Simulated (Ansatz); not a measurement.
**Ge: response to strain**

Aim: deform Ge (equal xx and yy strain of +2 %) and compute stress, forces and field gradients with LAPW, PAW and all-electron datasets made for the crystal.

Program: Ansatz 0.2.0. Level of theory: DFT PBE, scalar-relativistic. These are calculated values, not measurements.

### Step 1. The system as given

The structure is hexagonal, space group P6_3/mmc (No. 194). Conventional cell: a = 3.998 Å, b = 3.998 Å, c = 6.599 Å, α = 90.00°, β = 90.00°, γ = 120.00°. Ge (site symmetry 3m) is surrounded by 4 Ge at 2.45 to 2.47 Å.

As a file:

```cif
data_structure
_symmetry_space_group_name_H-M 'P 1'
_symmetry_Int_Tables_number 1
_cell_length_a 3.9976
_cell_length_b 3.9976
_cell_length_c 6.5994
_cell_angle_alpha 90.000
_cell_angle_beta 90.000
_cell_angle_gamma 120.000
_cell_volume 91.33
loop_
_atom_site_label
_atom_site_type_symbol
_atom_site_fract_x
_atom_site_fract_y
_atom_site_fract_z
_atom_site_occupancy
Ge1 Ge 0.66667 0.33333 0.06290 1
Ge2 Ge 0.33333 0.66667 0.56290 1
Ge3 Ge 0.66667 0.33333 0.43710 1
Ge4 Ge 0.33333 0.66667 0.93710 1
```

Atoms are numbered in the order of the input: Ge1, Ge2, Ge3, Ge4.

### Step 2. After the deformation

Space group P6_3/mmc before, P6_3/mmc after.

### Step 3. All-electron LAPW

input.yaml

```yaml
crystal:
  lattice:
    - [4.07753756, 0.0, 0.0]
    - [-2.03876878, 3.5312511118, 0.0]
    - [0.0, 0.0, 6.59937795]
  atoms:
    - { symbol: Ge, position: [0.6666666667, 0.3333333333, 0.06290125] }
    - { symbol: Ge, position: [0.3333333333, 0.6666666667, 0.56290125] }
    - { symbol: Ge, position: [0.6666666667, 0.3333333333, 0.43709875] }
    - { symbol: Ge, position: [0.3333333333, 0.6666666667, 0.93709875] }
kpoints:
  mp_grid: { grid: [11, 11, 6] }
  band_path:
    path:
      - [0.0, 0.0, 0.0]
      - [0.5, 0.0, 0.0]
      - [0.3333333333, 0.3333333333, 0.0]
      - [0.0, 0.0, 0.0]
      - [0.0, 0.0, 0.5]
      - [0.5, 0.0, 0.5]
      - [0.3333333333, 0.3333333333, 0.5]
      - [0.0, 0.0, 0.5]
      - [0.5, 0.0, 0.5]
    npoints: 5
scf:
  occupations: { method: fermi_dirac, width: 0.05 }
hamiltonian:
  xc: pbe
  pseudopotentials: { kind: all_electron, lapw: { basis_error: 0.001 } }
output:
  forces: true
  stress: true
  eigenvalues: true
```

The run is started by

```sh
$ ansatz run input.yaml --threads 1 --pin off --max-ram 4096MiB --backend cpu --events-out ev --progress --plain --runs-dir out
```

### Step 4. PAW with frozen cores

input.yaml

```yaml
crystal:
  lattice:
    - [4.07753756, 0.0, 0.0]
    - [-2.03876878, 3.5312511118, 0.0]
    - [0.0, 0.0, 6.59937795]
  atoms:
    - { symbol: Ge, position: [0.6666666667, 0.3333333333, 0.06290125] }
    - { symbol: Ge, position: [0.3333333333, 0.6666666667, 0.56290125] }
    - { symbol: Ge, position: [0.6666666667, 0.3333333333, 0.43709875] }
    - { symbol: Ge, position: [0.3333333333, 0.6666666667, 0.93709875] }
kpoints:
  mp_grid: { grid: [11, 11, 6] }
scf:
  occupations: { method: fermi_dirac, width: 0.05 }
hamiltonian:
  xc: pbe
  pseudopotentials: { kind: paw }
output:
  forces: true
  stress: true
  eigenvalues: true
  efg: { contact_densities: true }
```

### Step 5. Datasets made for this crystal

input.yaml, as its differences from that of step 4:

```diff
@@ -16,3 +16,3 @@
   xc: pbe
-  pseudopotentials: { kind: paw }
+  pseudopotentials: { kind: all_electron, datasets: crystal }
 output:
```

(Steps that only read results are left out.)

What does the calculation give? Wanted: pressure; largest shear or deviatoric stress.

As calculated:

| quantity | value |
| --- | --- |
| pressure | LAPW 0.33, PAW 0.33, crystal datasets 0.33 GPa |
| largest shear or deviatoric stress (LAPW) | 2.09 GPa |

In words: The largest part of the stress beyond the pressure is 2.09 GPa in size, in the zz component; the atoms are carried along and not relaxed. No run of the undeformed cell stands beside it, so the pressure holds what the given cell had before the change. PAW: stress within 0.01 GPa of LAPW, forces within 1 meV/Å. Crystal datasets: stress within 0.01 GPa of LAPW, forces within 1 meV/Å.
